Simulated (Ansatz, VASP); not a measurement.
## Cd: VASP beside Ansatz

```xyz
1
Lattice="1.5752 0.9094 2.3993 -1.5752 0.9094 2.3993 0.0000 -1.8189 2.3993" Properties=species:S:1:pos:R:3 pbc="T T T"
Cd    0.0000    0.0000    0.0000
```

Change from the starting cell: volume scaled by 0.94.

Alike in both runs: task single point; functional PBE; k mesh 10 × 10 × 10; occupations fermi-dirac, width 0.05 eV; no spin polarisation.

```csv
,VASP,Ansatz
version,VASP 6.6.1,Ansatz 0.2.0
potentials or method,"VASP PAW PBE potentials, release 64 (Cd)",Ansatz PAW
plane-wave cutoff (eV),520,420
valence electrons in the cell,12,20
```

Ansatz gave:

* gap on the k mesh at the Fermi level (eV): none
* pressure (GPa): 5.9
* largest component of the traceless stress (GPa): 0.28

Which values does VASP return?

gap on the k mesh at the Fermi level (eV): none; pressure (GPa): 6.3; largest component of the traceless stress (GPa): 0.35.

A gap of «none» marks a metal or a gap that the smearing closes. The two sets of potentials don't hold the same shells in valence.
